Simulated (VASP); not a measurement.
## TePb (zincblende): gaps by functional in VASP

```cif
data_structure
_symmetry_space_group_name_H-M 'P 1'
_symmetry_Int_Tables_number 1
_cell_length_a 5.1499
_cell_length_b 5.1499
_cell_length_c 5.1499
_cell_angle_alpha 60.000
_cell_angle_beta 60.000
_cell_angle_gamma 60.000
_cell_volume 96.58
loop_
_atom_site_label
_atom_site_type_symbol
_atom_site_fract_x
_atom_site_fract_y
_atom_site_fract_z
_atom_site_occupancy
Pb1 Pb 0.00000 0.00000 0.00000 1
Te1 Te 0.25000 0.25000 0.25000 1
```

All runs share this cell. Band v is the last that the valence electrons fill when counted band by band, and c is the next. A negative gap between them is a band overlap, as in a metal.

```csv
level,gap (eV),least direct gap (eV),pressure (GPa)
PBE,0.59,1.19,0.5
r²SCAN,0.75,1.37,0.0
LDA,0.44,1.07,-1.7
PBEsol,0.52,1.14,-0.8
PBE with spin–orbit coupling,0.32,0.89,–
```
